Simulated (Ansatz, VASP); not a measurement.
## One calculation of ZnS, two programs

```
CELL_PARAMETERS angstrom
0.00000 2.70465 2.70465
2.70465 0.00000 2.70465
2.70465 2.70465 0.00000
ATOMIC_POSITIONS crystal
Zn 0.00000 0.00000 0.00000
S 0.75000 0.75000 0.75000
```

Alike in both runs: task single point; functional LDA; k mesh 10 × 10 × 10; occupations gaussian, width 0.02 eV; no spin polarisation.

|  | VASP | Ansatz |
| --- | --- | --- |
| version | VASP 6.6.1 | Ansatz 0.2.0 |
| potentials or method | VASP PAW LDA potentials, release 64 (Zn, S) | scalar-relativistic, plane waves, PAW |
| plane-wave cutoff (eV) | 520 | 420 |
| valence electrons in the cell | 18 | 18 |

|  | VASP | Ansatz | Ansatz less VASP |
| --- | --- | --- | --- |
| gap on the k mesh at the Fermi level (eV) | 1.88 | 1.85 | -0.031 |
| least direct gap on the mesh (eV) | 1.88 | 1.85 | -0.031 |
| pressure (GPa) | -4.5 | -4.7 | -0.21 |

A hybrid or GW would open this gap; LDA tends to underestimate it.
